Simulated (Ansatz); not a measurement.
# AlGaN2: strain energy, fitted

AlGaN2, P-4m2, a = 3.115 Å, c = 4.384 Å. The structure is a Materials Project entry; whether it is the stable form wasn't checked. Ansatz: LDA, PAW, 420 eV, Γ-centred 8×8×6 mesh on 4 atoms, Gaussian smearing 0.02 eV; no spin polarisation. Series: uniaxial strain along a, with b, c and atoms relaxed; x is the strain in per cent. y is the free energy over the unstrained cell, V0 = 10.637 Å³/atom.

| x (%) | y (meV/atom) |
| --- | --- |
| -6.0 | ? |
| -4.0 | 17.77 |
| -2.0 | 4.24 |
| 0.0 | 0.00 |
| 2.0 | 3.92 |
| 4.0 | 15.13 |
| 6.0 | 32.67 |

Problem. Fit y = c2 x² + c3 x³ to the other rows, turn c2 into a modulus, and predict the missing energy.

Solution. Least squares on the rows shown. y = 1.0286 x² − 0.020247 x³. In eV per unit strain² c2 is 10.29; this is Young's modulus along the axis (E = ½ Y V0 ε²): 2 × 10.29 × 160.2 / (10.637) = 310 GPa. At x = -6.0 the fit asked for gives 41.40 meV/atom. The run gave 41.63 meV/atom, so the fit is 0.23 meV/atom too low, 0.55 % of the span of the series, against an rms of 0.03 meV/atom on the fitted rows. The row lies outside the fitted range. With a term in x⁴ added, a fit to the same known rows predicts 41.61 meV/atom, so most of the miss is curvature that the known rows already hold.